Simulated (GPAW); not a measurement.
A run of GPAW 26.7.0 is set up as follows.

The input run.py:

```python
from ase.dft.bandgap import bandgap
from ase.io import read, write
from ase.units import GPa
from gpaw import GPAW, PW

atoms = read('AlN.cif')

calc = GPAW(mode=PW(800),
            xc='MGGA_X_TPSS+MGGA_C_TPSS',
            kpts={'size': (7, 7, 4), 'gamma': True},
            occupations={'name': 'fermi-dirac', 'width': 0.05},
            nbands=18,
            convergence={'density': 1e-05, 'energy': 1e-05},
            eigensolver='davidson',
            maxiter=150,
            txt='gpaw.txt')
atoms.calc = calc
energy = atoms.get_potential_energy()
forces = atoms.get_forces()
stress = atoms.get_stress()
calc.write('gs.gpw')
write('result.traj', atoms)
print(f'Energy: {energy:.6f} eV')
print('Forces (eV/A):')
print(forces.round(4))
print('Stress (GPa):', (stress / GPa).round(3))
print('Fermi level:', round(calc.get_fermi_level(), 4), 'eV')
print(f'Gap: {bandgap(calc)[0]:.4f} eV, direct: {bandgap(calc, direct=True)[0]:.4f} eV')

path = atoms.cell.bandpath('GMKGALHA,LM,KH', npoints=80, eps=1e-4)
bs_calc = calc.fixed_density(kpts=path, symmetry='off', nbands=29,
                             convergence={'bands': 'CBM+6.0', 'eigenstates': 1e-6}, txt='bands.txt')
bs = bs_calc.band_structure()
bs.write('bs.json')
print(f'Gap on the path: {bandgap(bs_calc)[0]:.4f} eV')
```

AlN.cif

```cif
data_AlN
_cell_length_a 3.11300000
_cell_length_b 3.11300000
_cell_length_c 4.98100000
_cell_angle_alpha 90.00000000
_cell_angle_beta 90.00000000
_cell_angle_gamma 120.00000000
_space_group_name_H-M_alt 'P6_3mc'
_space_group_name_Hall 'P 6c -2c'
_space_group_IT_number 186
loop_
_space_group_symop_operation_xyz
'x,y,z'
'x-y,x,z+1/2'
'-y,x-y,z'
'-x,-y,z+1/2'
'-x+y,-x,z'
'y,-x+y,z+1/2'
'y,x,z+1/2'
'x,x-y,z'
'x-y,-y,z+1/2'
'-y,-x,z'
'-x,-x+y,z+1/2'
'-x+y,y,z'
loop_
_atom_site_label
_atom_site_type_symbol
_atom_site_symmetry_multiplicity
_atom_site_Wyckoff_symbol
_atom_site_fract_x
_atom_site_fract_y
_atom_site_fract_z
_atom_site_occupancy
Al1 Al 2 b 0.6666666667 0.3333333333 0.5000000000 1
N1 N 2 b 0.6666666667 0.3333333333 0.8800000000 1
```

Potentials or basis: GPAW PAW data sets (gpaw-data 1.2.1), pw.

The run is started by

```console
$ OMP_NUM_THREADS=1 python run.py
```

**Question.** What does it give for the band gap on the k mesh?

**Answer.** 4.19 eV, direct.

**Question.** What does it give for the pressure?

**Answer.** 3.4 GPa.

Forces in eV/Å, atoms in the order of the input:
```
Al   0.000  0.000 -0.130
Al   0.000  0.000 -0.130
N    0.000  0.000  0.130
N    0.000  0.000  0.131
```

Caveat: the PAW data sets were made with another functional, which shifts forces and pressure a little.

**What was measured.**

“Structural and optical properties of self-assembled AlN nanowires grown on SiO2/Si substrates by molecular beam epitaxy”, 2024, arxiv:2402.00216 quotes, for a bulk crystal of AlN at 0 K: band gap 6.0343 eV (an exciton energy, a little under the gap).

Against the measured gap of AlN, 6.0343 eV (an exciton energy, a little under the gap; 0 K; quoted in “Structural and optical properties of self-assembled AlN nanowires grown on SiO2/Si substrates by molecular beam epitaxy”, 2024, arxiv:2402.00216), the calculated 4.19 eV is off by -1.84 eV. 2 values of this kind are on record (6.034 to 6.0343 eV); this one was drawn at random. The value is that of TPSS, without temperature or zero-point motion.
